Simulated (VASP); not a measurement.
A run of VASP 6.6.1 is set up as follows.

INCAR

```
SYSTEM = NbP
PREC = Accurate
ENCUT = 520
EDIFF = 1E-6
ISMEAR = -1
SIGMA = 0.05
LREAL = .False.
LASPH = .True.
NELM = 100
ALGO = Normal
ISIF = 2
LWAVE = .False.
LCHARG = .False.
GGA = PE
NBANDS = 26
```

The input KPOINTS:

```
regular mesh
0
Gamma
  4 4 4
  0 0 0
```

Contents of POSCAR:

```
NbP
1.0
    3.9842980000      0.1736680000     -0.1388740000
    0.1319430000      3.8271630000      0.5259910000
   -0.2183210000     -0.1227870000      4.1888910000
Nb P
2 2
Direct
    0.4308136671      0.3737131575      0.7688168682
    0.9417898717      0.4029600649      0.3048092584
    0.4123070572      0.7184712695      0.2852517071
    0.9014847628      0.9578942543      0.8126308463
```

Potentials or basis: VASP PAW PBE potentials, release 64 (Nb_sv, P).

Launch:

```sh
$ cat potpaw_PBE.64/Nb_sv/POTCAR potpaw_PBE.64/P/POTCAR > POTCAR
$ mpirun -np 1 vasp_std > vasp.out
```

(1) Predict the largest force.

(2) Estimate the band gap on the k mesh.

Results:

(1) 3.769 eV/Å.

(2) none (metal or under the smearing width).

Caveat: the k mesh is coarse (spacing up to 0.41 Å⁻¹), so the values aren't converged.
